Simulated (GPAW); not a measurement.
# Si/Al(100) in an electric field

Wanted: the out-of-plane polarisability of Si/Al(100).

Main program and level: GPAW 26.7.0; GPAW, PAW setups; slab in vacuum, relaxation, in the first sound run; inputs show where later runs differ.

### 1. Set-up

The cell holds 5 atoms: 4 Al and 1 Si. Cell: a = 2.864 Å, b = 2.864 Å, c = 21.429 Å, α = 90.0°, β = 90.0°, γ = 90.0°. Vacuum lies along c.

As a file:

```cif
data_structure
_symmetry_space_group_name_H-M 'P 1'
_symmetry_Int_Tables_number 1
_cell_length_a 2.8638
_cell_length_b 2.8638
_cell_length_c 21.4291
_cell_angle_alpha 90.000
_cell_angle_beta 90.000
_cell_angle_gamma 90.000
_cell_volume 175.75
loop_
_atom_site_label
_atom_site_type_symbol
_atom_site_fract_x
_atom_site_fract_y
_atom_site_fract_z
_atom_site_occupancy
Al1 Al 0.50000 0.50000 0.32666 1
Al2 Al 0.00000 0.00000 0.42116 1
Al3 Al 0.50000 0.50000 0.51565 1
Al4 Al 0.00000 0.00000 0.61015 1
Si5 Si 0.50000 0.50000 0.67334 1
```

### 2. Relaxing the atoms

Forces are removed first; all later runs use this geometry. The lowest 2 atoms are held at bulk positions and keep their forces.

Contents of run.py:

```python
import json
import numpy as np
from ase import Atoms
from ase.constraints import FixAtoms
from ase.optimize import BFGS
from gpaw import GPAW, PW

slab = Atoms(
    ['Al', 'Al', 'Al', 'Al', 'Si'],
    positions=[
        [1.43189, 1.43189, 7.00000],
        [0.00000, 0.00000, 9.02500],
        [1.43189, 1.43189, 11.05000],
        [0.00000, 0.00000, 13.07500],
        [1.43189, 1.43189, 14.42906]],
    cell=[[2.86378, 0.0, 0.0], [0.0, 2.86378, 0.0], [0.0, 0.0, 21.42906]],
    pbc=[True, True, False])

slab.calc = GPAW(mode=PW(400), xc='PBE', kpts={'size': (11, 11, 1), 'gamma': True},
                 occupations={'name': 'fermi-dirac', 'width': 0.1}, nbands='200%',
                 convergence={'density': 1e-05}, maxiter=200,
                 poissonsolver={'dipolelayer': 'xy'},
                 symmetry={'tolerance': 1e-3, 'extra_ids': [1, 1, 0, 0, 0]}, txt='slab.txt')
result = {}
slab.set_constraint(FixAtoms([0, 1]))
path = []
opt = BFGS(slab, maxstep=0.2)
opt.attach(lambda: path.append((slab.get_potential_energy(), slab.positions.tolist(), slab.get_forces().tolist())))
result['relaxed'] = bool(opt.run(fmax=0.03, steps=40))
result['path'] = path
energy = slab.get_potential_energy()
fermi = slab.calc.get_fermi_level()
v = slab.calc.get_electrostatic_potential().mean((0, 1)) - fermi
n = slab.calc.get_pseudo_density().mean((0, 1))
L = slab.cell[2, 2]
z = np.arange(len(v)) * L / len(v)
low, high = slab.positions[:, 2].min(), slab.positions[:, 2].max()
below, above = np.interp([low - 4.8, high + 4.8], z, v)
slopes = [np.interp(x, z, np.gradient(v, z)) for x in (low - 4.8, high + 4.8)]
eps = np.array([[slab.calc.get_eigenvalues(k, s) for k in range(len(slab.calc.get_ibz_k_points()))]
                for s in range(slab.calc.get_number_of_spins())]) - fermi
top, bottom = eps[eps < 0].max(), eps[eps > 0].min()
dipole = slab.get_dipole_moment()[2]
print(f'energy {energy:.4f} eV, Fermi level {fermi:.4f} eV, dipole {dipole:.5f} e A')
print(f'potential 4.8 A off the faces, from the Fermi level: lower {below:.4f} eV, upper {above:.4f} eV')
print(f'slope of the potential there: lower {slopes[0]:.5f}, upper {slopes[1]:.5f} eV/A')
print(f'nearest levels on the mesh: {top:.4f} and {bottom:.4f} eV')
print('magnetic moment', round(slab.get_magnetic_moment(), 3))
result.update(energy=energy, fermi=fermi, dipole=dipole, below=below, above=above, slopes=slopes, edges=[top, bottom],
              z=z.tolist(), v=v.tolist(), n=n.tolist(), positions=slab.positions.tolist(),
              forces=slab.get_forces(apply_constraint=False).tolist(), moments=slab.get_magnetic_moments().tolist())
json.dump(result, open('result.json', 'w'))
```

Run with:

```console
OMP_NUM_THREADS=1 OPENBLAS_NUM_THREADS=1 python run.py
```

Log:

```text
Step          Energy          fmax
BFGS:    0      -18.552025        2.550853
BFGS:    1      -18.703218        2.158164
BFGS:    2      -19.023825        0.449475
BFGS:    3      -19.031066        0.418301
BFGS:    4      -19.066417        0.363433
BFGS:    5      -19.073612        0.294937
BFGS:    6      -19.076712        0.214239
BFGS:    7      -19.080820        0.295605
BFGS:    8      -19.084513        0.326164
BFGS:    9      -19.092009        0.326190
BFGS:   10      -19.103409        0.267290
BFGS:   11      -19.115255        0.216316
BFGS:   12      -19.120985        0.099675
BFGS:   13      -19.121939        0.015585
energy -19.0912 eV, Fermi level 1.1174 eV, dipole -0.01626 e A
potential 4.8 A off the faces, from the Fermi level: lower 4.2912 eV, upper 4.6493 eV
slope of the potential there: lower -0.00052, upper 0.00024 eV/A
nearest levels on the mesh: -0.2096 and 0.0272 eV
magnetic moment 0.0
```

It took 8.5 min on 1 thread of Arm Neoverse N1, shared host; peak memory 0.18 GiB.

The steps of the relaxation:

```tsv
step	energy less that of the first step (eV)	largest force (eV/Å)
1	0.0000	2.5509
2	-0.1521	2.1582
3	-0.4735	0.4495
4	-0.4797	0.4183
5	-0.5132	0.3634
6	-0.5216	0.2949
7	-0.5250	0.2142
8	-0.5289	0.2956
9	-0.5325	0.3262
10	-0.5404	0.3262
11	-0.5530	0.2673
12	-0.5663	0.2163
13	-0.5732	0.0997
14	-0.5746	0.0156
```

The atoms that moved most (Å):

```tsv
atom	dx	dy	dz	length
Si5	0.000	0.000	0.605	0.605
Al4	0.000	0.000	0.064	0.064
Al3	0.000	0.000	0.020	0.020
```

The relaxed structure:

```
Al Si
1.0
     2.86378    0.00000    0.00000
     0.00000    2.86378    0.00000
     0.00000    0.00000   21.42906
Al Si
4 1
Direct
  0.50000 0.50000 0.32666
  0.00000 0.00000 0.42116
  0.50000 0.50000 0.51657
  0.00000 0.00000 0.61312
  0.50000 0.50000 0.70156
```

Numbers from this step:

- dipole along the normal: -0.01626 e·Å
- levels nearest the Fermi level on the mesh: -0.2096, 0.02718 eV from the Fermi level
- upper work function: 4.649 eV
- lower work function: 4.291 eV

The electrostatic potential energy of an electron (without an applied field's), less the Fermi level, planar mean oscillates, so the rows of the table below give means over windows of 2.04 Å about each position, cut where the curve ends. Its maxima inside the range that stand out by 2 % of the span (Å: eV): 8.0: -2.03, 10.1: -1.86, 12.1: -1.69, 14.0: -2.93. Its minima: 7.0: -13.3, 9.0: -13.4, 11.0: -13.4, 13.2: -13.6, 15.0: -15.7.

The electrostatic potential energy of an electron (without an applied field's), less the Fermi level, planar mean by z; means over each step:

```tsv
z (Å)	electrostatic potential energy of an electron (without an applied field's), less the Fermi level, planar mean (eV)
1.02	4.31
3.06	4.29
5.10	3.29
7.14	-6.80
9.18	-7.04
11.22	-6.98
13.26	-7.33
15.30	-6.81
17.34	4.37
19.38	4.65
```

The pseudo valence density, planar mean oscillates, so the rows of the table below give means over windows of 1 Å about each position, cut where the curve ends. Its maxima inside the range that stand out by 2 % of the span (Å: e/Å³): 6.6: 0.160, 8.4: 0.200, 10.5: 0.197, 11.8: 0.196, 14.6: 0.269, 15.4: 0.235. Its minima: 7.1: 0.132, 9.0: 0.131, 11.1: 0.131, 13.1: 0.130, 15.0: 0.214.

The pseudo valence density, planar mean by z; means over each step:

```tsv
z (Å)	pseudo valence density, planar mean (e/Å³)
2	6.1e-6
3	9.0e-5
4	0.00118
5	0.0147
6	0.0952
7	0.154
8	0.197
9	0.163
10	0.195
11	0.161
12	0.193
13	0.162
14	0.235
15	0.235
16	0.129
17	0.0140
18	9.2e-4
19	5.4e-5
20	3.0e-6
```

The relaxation lowered the energy of the cell by 0.575 eV (energies extrapolated to zero smearing; the optimiser's log prints free energies). The largest force left on a free atom is 0.016 eV/Å.

### 3. Plane waves, PBE

With the geometry fixed, the planar mean of the potential gives the vacuum level on each side.

This step: GPAW, PAW setups; slab in vacuum (GPAW 26.7.0).

Edit run.py of step 2 so:

```diff
@@ -3,4 +3,2 @@
 from ase import Atoms
-from ase.constraints import FixAtoms
-from ase.optimize import BFGS
 from gpaw import GPAW, PW
@@ -12,5 +10,5 @@
         [0.00000, 0.00000, 9.02500],
-        [1.43189, 1.43189, 11.05000],
-        [0.00000, 0.00000, 13.07500],
-        [1.43189, 1.43189, 14.42906]],
+        [1.43189, 1.43189, 11.06958],
+        [0.00000, -0.00000, 13.13855],
+        [1.43189, 1.43189, 15.03373]],
     cell=[[2.86378, 0.0, 0.0], [0.0, 2.86378, 0.0], [0.0, 0.0, 21.42906]],
@@ -22,10 +20,4 @@
                  poissonsolver={'dipolelayer': 'xy'},
-                 symmetry={'tolerance': 1e-3, 'extra_ids': [1, 1, 0, 0, 0]}, txt='slab.txt')
+                 symmetry={'tolerance': 1e-3}, txt='slab.txt')
 result = {}
-slab.set_constraint(FixAtoms([0, 1]))
-path = []
-opt = BFGS(slab, maxstep=0.2)
-opt.attach(lambda: path.append((slab.get_potential_energy(), slab.positions.tolist(), slab.get_forces().tolist())))
-result['relaxed'] = bool(opt.run(fmax=0.03, steps=40))
-result['path'] = path
 energy = slab.get_potential_energy()
```

Log:

```text
energy -19.0912 eV, Fermi level 1.1174 eV, dipole -0.01626 e A
potential 4.8 A off the faces, from the Fermi level: lower 4.2912 eV, upper 4.6493 eV
slope of the potential there: lower -0.00052, upper 0.00024 eV/A
nearest levels on the mesh: -0.2096 and 0.0272 eV
magnetic moment 0.0
```

Elapsed: 38 s, on 1 thread; peak memory 0.18 GiB.

Numbers from this step:

```
levels nearest the Fermi level on the mesh : -0.2096, 0.02717 eV from the Fermi level
```

The electrostatic potential energy of an electron (without an applied field's), less the Fermi level, planar mean oscillates, so the rows of the table below give means over windows of 2.04 Å about each position, cut where the curve ends. Its maxima inside the range that stand out by 2 % of the span (Å: eV): 8.0: -2.03, 10.1: -1.86, 12.1: -1.69, 14.0: -2.93. Its minima: 7.0: -13.3, 9.0: -13.4, 11.0: -13.4, 13.2: -13.6, 15.0: -15.7.

Table of electrostatic potential energy of an electron (without an applied field's), less the Fermi level, planar mean by z; means over each step:

```tsv
z (Å)	electrostatic potential energy of an electron (without an applied field's), less the Fermi level, planar mean (eV)
1.02	4.31
3.06	4.29
5.10	3.29
7.14	-6.80
9.18	-7.04
11.22	-6.98
13.26	-7.33
15.30	-6.81
17.34	4.37
19.38	4.65
```

The pseudo valence density, planar mean oscillates, so the rows of the table below give means over windows of 1 Å about each position, cut where the curve ends. Its maxima inside the range that stand out by 2 % of the span (Å: e/Å³): 6.6: 0.160, 8.4: 0.200, 10.5: 0.197, 11.8: 0.196, 14.6: 0.269, 15.4: 0.235. Its minima: 7.1: 0.132, 9.0: 0.131, 11.1: 0.131, 13.1: 0.130, 15.0: 0.214.

Pseudo valence density, planar mean against z; means over each step:

z (Å), pseudo valence density, planar mean (e/Å³) and a bar:
```
        2      0.000 
        3      0.000 
        4      0.001 
        5      0.015 ##
        6      0.095 ############
        7      0.154 ####################
        8      0.197 #########################
        9      0.163 #####################
       10      0.195 #########################
       11      0.161 #####################
       12      0.193 #########################
       13      0.162 #####################
       14      0.235 ##############################
       15      0.235 ##############################
       16      0.129 #################
       17      0.014 ##
       18      0.001 
       19      0.000 
       20      0.000
```

Force by atom:

```tsv
atom	x (eV/Å)	y (eV/Å)	z (eV/Å)	size
Al1	0.0000	0.0000	-0.0559	0.0559
Al2	0.0000	0.0000	0.0668	0.0668
Al3	0.0000	0.0000	0.0014	0.0014
Al4	0.0000	0.0000	-0.0156	0.0156
Si5	0.0000	0.0000	0.0031	0.0031
```

The potential is flat to 5.2e-4 eV/Å where it is read, so the vacuum is wide enough.

### 4. In a field

A uniform field along the normal polarises the slab; the atoms stay fixed, so this is the electronic response alone.

Edit run.py of step 3 so:

```diff
@@ -4,2 +4,3 @@
 from gpaw import GPAW, PW
+from gpaw.external import ConstantElectricField
 
@@ -20,2 +21,3 @@
                  poissonsolver={'dipolelayer': 'xy'},
+                 external=ConstantElectricField(-0.2, [0, 0, 1]),
                  symmetry={'tolerance': 1e-3}, txt='slab.txt')
```

Log:

```text
energy -19.1045 eV, Fermi level 1.0969 eV, dipole -0.11690 e A
potential 4.8 A off the faces, from the Fermi level: lower 3.2236 eV, upper 5.8029 eV
slope of the potential there: lower -0.00037, upper 0.00036 eV/A
nearest levels on the mesh: -0.2097 and 0.0248 eV
magnetic moment 0.0
```

Wall time 88 s (1 thread); peak memory 0.26 GiB.

This step gave:

- dipole along the normal: -0.1169 e·Å
- levels nearest the Fermi level on the mesh: -0.2097, 0.02483 eV from the Fermi level
- potential below the slab, the applied field's own ramp left out: 3.224 eV from the Fermi level
- potential above the slab, the applied field's own ramp left out: 5.803 eV from the Fermi level

The electrostatic potential energy of an electron (without an applied field's), less the Fermi level, planar mean oscillates, so the rows of the table below give means over windows of 2.04 Å about each position, cut where the curve ends. Its maxima inside the range that stand out by 2 % of the span (Å: eV): 8.0: -2.56, 10.1: -1.99, 12.1: -1.41, 14.0: -2.26, 20.9: 5.80. Its minima: 7.0: -14.0, 9.0: -13.8, 11.0: -13.4, 13.2: -13.1, 15.0: -14.8.

The electrostatic potential energy of an electron (without an applied field's), less the Fermi level, planar mean by z; means over each step:

z (Å), electrostatic potential energy of an electron (without an applied field's), less the Fermi level, planar mean (eV) and a bar from the least value:
```
     1.02        3.3 ########################
     3.06        3.2 ########################
     5.10        2.3 ######################
     7.14       -7.5 
     9.18       -7.3 
    11.22       -6.9 #
    13.26       -6.8 ##
    15.30       -5.9 ####
    17.34        5.5 #############################
    19.38        5.8 ##############################
```

Force by atom:

```tsv
atom	x (eV/Å)	y (eV/Å)	z (eV/Å)	size
Al1	0.0000	0.0000	-0.0605	0.0605
Al2	0.0000	0.0000	0.0698	0.0698
Al3	0.0000	0.0000	0.0034	0.0034
Al4	0.0000	0.0000	-0.0116	0.0116
Si5	0.0000	0.0000	-0.0016	0.0016
```

The dipole is now -0.117 e Å, against -0.016 in the run without a field.

### 5. In a field

Edit run.py of step 4 so:

```diff
@@ -21,3 +21,3 @@
                  poissonsolver={'dipolelayer': 'xy'},
-                 external=ConstantElectricField(-0.2, [0, 0, 1]),
+                 external=ConstantElectricField(-0.1, [0, 0, 1]),
                  symmetry={'tolerance': 1e-3}, txt='slab.txt')
```

Log:

```text
energy -19.0953 eV, Fermi level 1.1075 eV, dipole -0.06657 e A
potential 4.8 A off the faces, from the Fermi level: lower 3.7564 eV, upper 5.2253 eV
slope of the potential there: lower -0.00044, upper 0.00029 eV/A
nearest levels on the mesh: -0.2097 and 0.0260 eV
magnetic moment 0.0
```

The job ended after 97 s (1 thread; peak memory 0.26 GiB).

Numbers from this step:

```yaml
dipole_along_the_normal: -0.06657 e·Å
levels_nearest_the_fermi_level_on_the_mesh: -0.2097, 0.02600 eV from the Fermi level
potential_below_the_slab_the_applied_field_s_own_ramp_left_out: 3.756 eV from the Fermi level
potential_above_the_slab_the_applied_field_s_own_ramp_left_out: 5.225 eV from the Fermi level
```

Table of electrostatic potential energy of an electron (without an applied field's), less the Fermi level, planar mean by z:

```tsv
z (Å)	electrostatic potential energy of an electron (without an applied field's), less the Fermi level, planar mean (eV)
0.0	4.49
0.5	3.76
1.0	3.76
1.5	3.76
2.0	3.76
2.5	3.76
3.0	3.76
3.5	3.75
4.0	3.74
4.5	3.68
5.0	3.45
5.5	2.66
6.0	0.135
6.5	-6.55
7.0	-13.6
7.5	-6.88
8.0	-2.34
8.5	-6.42
9.0	-13.6
9.5	-7.17
10.0	-2.01
10.5	-5.45
11.0	-13.1
11.5	-7.72
12.0	-1.74
12.5	-4.33
13.0	-12.5
13.5	-9.00
14.0	-2.75
14.5	-6.52
15.0	-15.2
15.5	-6.77
16.0	1.49
16.5	4.25
17.0	4.98
17.5	5.16
18.0	5.21
18.5	5.22
19.0	5.22
19.5	5.23
20.0	5.23
20.5	5.23
21.0	5.23
```

Force by atom:

```tsv
atom	x (eV/Å)	y (eV/Å)	z (eV/Å)	size
Al1	0.0000	0.0000	-0.0578	0.0578
Al2	0.0000	0.0000	0.0684	0.0684
Al3	0.0000	0.0000	0.0023	0.0023
Al4	0.0000	0.0000	-0.0137	0.0137
Si5	0.0000	0.0000	0.0007	0.0007
```

The dipole is now -0.0666 e Å, against -0.016 in the run without a field.

### 6. Field on

Edit run.py of step 5 so:

```diff
@@ -21,3 +21,3 @@
                  poissonsolver={'dipolelayer': 'xy'},
-                 external=ConstantElectricField(-0.1, [0, 0, 1]),
+                 external=ConstantElectricField(-0.05, [0, 0, 1]),
                  symmetry={'tolerance': 1e-3}, txt='slab.txt')
```

Log:

```text
energy -19.0926 eV, Fermi level 1.1125 eV, dipole -0.04141 e A
potential 4.8 A off the faces, from the Fermi level: lower 4.0235 eV, upper 4.9373 eV
slope of the potential there: lower -0.00048, upper 0.00027 eV/A
nearest levels on the mesh: -0.2097 and 0.0266 eV
magnetic moment 0.0
```

It took 97 s on 1 thread; peak memory 0.26 GiB.

Table of electrostatic potential energy of an electron (without an applied field's), less the Fermi level, planar mean by z:

```tsv
z (Å)	electrostatic potential energy of an electron (without an applied field's), less the Fermi level, planar mean (eV)
0.0	4.48
0.5	4.02
1.0	4.02
1.5	4.02
2.0	4.02
2.5	4.02
3.0	4.02
3.5	4.02
4.0	4.00
4.5	3.94
5.0	3.71
5.5	2.91
6.0	0.371
6.5	-6.34
7.0	-13.4
7.5	-6.72
8.0	-2.20
8.5	-6.31
9.0	-13.5
9.5	-7.11
10.0	-1.98
10.5	-5.44
11.0	-13.2
11.5	-7.76
12.0	-1.80
12.5	-4.42
13.0	-12.6
13.5	-9.14
14.0	-2.91
14.5	-6.71
15.0	-15.4
15.5	-7.01
16.0	1.23
16.5	3.97
17.0	4.69
17.5	4.88
18.0	4.92
18.5	4.93
19.0	4.94
19.5	4.94
20.0	4.94
20.5	4.94
21.0	4.94
```

### 7. In a field

Edit run.py of step 6 so:

```diff
@@ -21,3 +21,3 @@
                  poissonsolver={'dipolelayer': 'xy'},
-                 external=ConstantElectricField(-0.05, [0, 0, 1]),
+                 external=ConstantElectricField(0.05, [0, 0, 1]),
                  symmetry={'tolerance': 1e-3}, txt='slab.txt')
```

Log:

```text
energy -19.0910 eV, Fermi level 1.1220 eV, dipole 0.00894 e A
potential 4.8 A off the faces, from the Fermi level: lower 4.5592 eV, upper 4.3620 eV
slope of the potential there: lower -0.00057, upper 0.00022 eV/A
nearest levels on the mesh: -0.2097 and 0.0278 eV
magnetic moment 0.0
```

It took 92 s on 1 thread; peak memory 0.26 GiB.

### 8. In a field

Edit run.py of step 7 so:

```diff
@@ -21,3 +21,3 @@
                  poissonsolver={'dipolelayer': 'xy'},
-                 external=ConstantElectricField(0.05, [0, 0, 1]),
+                 external=ConstantElectricField(0.1, [0, 0, 1]),
                  symmetry={'tolerance': 1e-3}, txt='slab.txt')
```

Log:

```text
energy -19.0921 eV, Fermi level 1.1264 eV, dipole 0.03414 e A
potential 4.8 A off the faces, from the Fermi level: lower 4.8280 eV, upper 4.0748 eV
slope of the potential there: lower -0.00062, upper 0.00020 eV/A
nearest levels on the mesh: -0.2096 and 0.0284 eV
magnetic moment 0.0
```

Wall time 1.7 min (1 thread); peak memory 0.26 GiB.

The dipole is now 0.0341 e Å, against -0.016 in the run without a field.

[end of part 1 of 2]

[Logs are printed without paths, hosts, clocks, repeated set-up lines and the standing remarks that a program may print on its own settings, such as how far it seeks lower states.]

[Hosts, paths, dates, database ids (printed as entryN), source tags and the programs' standing remarks are cut or masked in the printed files.]
